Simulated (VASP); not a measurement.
Crystal: Li.

```xyz
2
Lattice="3.1090 0.0000 0.0000 -1.5545 2.6925 0.0000 0.0000 0.0000 5.0781" Properties=species:S:1:pos:R:3 pbc="T T T"
Li    0.0000    1.7950    3.8086
Li    1.5545    0.8975    1.2695
```

The cell was built by a generator and needn't be a form met in nature.

```yaml
Program: VASP 6.6.1
Task: relaxation of cell and atoms
Functional: PBE
Potentials_or_basis: VASP PAW PBE potentials, release 64 (Li_sv)
Cutoff: 600 eV
k_mesh: 8 × 8 × 4
Occupations: gaussian, width 0.05 eV
Spin: no spin polarisation
```

At the start: pressure -0.7 GPa; volume 21.25 Å³/atom.

Problem. How do energy, volume and symmetry change on relaxing?

Solution. Over 3 steps the energy falls by 3.3 meV/atom and the volume is 20.23 Å³/atom (-4.8 %); space group P6_3/mmc (No. 194, to 0.05 Å).

Step by step:
| step | energy change (eV) | largest force (eV/Å) | pressure (GPa) | volume (Å³) |
| --- | --- | --- | --- | --- |
| 1 | 0.0000 | 0.0000 | -0.70 | 42.51 |
| 2 | -0.0028 | 0.0000 | -0.55 | 41.94 |
| 3 | -0.0066 | 0.0000 | -0.11 | 40.46 |

Final structure:
```cif
data_structure
_symmetry_space_group_name_H-M 'P 1'
_symmetry_Int_Tables_number 1
_cell_length_a 3.0769
_cell_length_b 3.0769
_cell_length_c 4.9346
_cell_angle_alpha 90.000
_cell_angle_beta 90.000
_cell_angle_gamma 120.000
_cell_volume 40.46
loop_
_atom_site_label
_atom_site_type_symbol
_atom_site_fract_x
_atom_site_fract_y
_atom_site_fract_z
_atom_site_occupancy
Li1 Li 0.33333 0.66667 0.75000 1
Li2 Li 0.66667 0.33333 0.25000 1
```

Caveat: the cutoff is under 1.25 times the usual one of these potentials, so pressure, stress and relaxed cells hold a basis-set (Pulay) error.
